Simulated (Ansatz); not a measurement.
**GaSb under changes of volume**

One of the cells (24.084 Å³/atom); the others are scaled copies at fixed shape and fractional positions:

```
CELL_PARAMETERS angstrom
-1.55590 2.67500 2.89331
1.55590 -2.67500 2.89331
1.55590 2.67500 -2.89331
ATOMIC_POSITIONS crystal
Sb 0.50000 0.50000 0.00000
Ga 0.00000 0.00000 0.00000
```

Measurements of this composition are mostly on another form, of space group No. 216.

```yaml
Program: Ansatz 0.2.0
Functional: PBEsol
Potentials_or_basis: Ansatz PAW
Cutoff: "420 eV (not typed: the program's choice for these potentials)"
k_mesh: 10 × 10 × 10
Occupations: fermi-dirac, width 0.05 eV
Spin: no spin polarisation
```

| volume (Å³/atom) | energy over the lowest point (meV/atom) | pressure (GPa) |
| --- | --- | --- |
| 22.639 | 0.00 | 0.3 |
| 23.121 | 1.00 | -1.0 |
| 23.602 | 5.69 | -2.1 |
| 24.084 | 13.61 | -3.1 |
| 24.566 | ? | ? |
| 25.048 | 37.68 | -4.8 |
| 25.529 | 53.18 | -5.5 |

**Question.** What does the run at 24.566 Å³/atom give?

**Answer.** Energy over the lowest point 24.39 meV/atom; pressure -4.0 GPa.

Worked out: A Birch-Murnaghan fit of order 3 (a polynomial in V^(-2/3)) to the other rows has its minimum at 22.75 Å³/atom with B0 = V·E''(V) = 63 GPa and B' = 4.9 at fixed shape and positions, which overstates the stiffness. It gives 24.39 meV/atom at 24.566 Å³/atom, against the run's 24.39, and -dE/dV = -4.0 GPa, against -4.0.

Energies are extrapolated to zero smearing.

Caveats: the PAW data sets come from PBE, with cores solved anew for the run's functional, which leaves a small shift of forces and pressure.
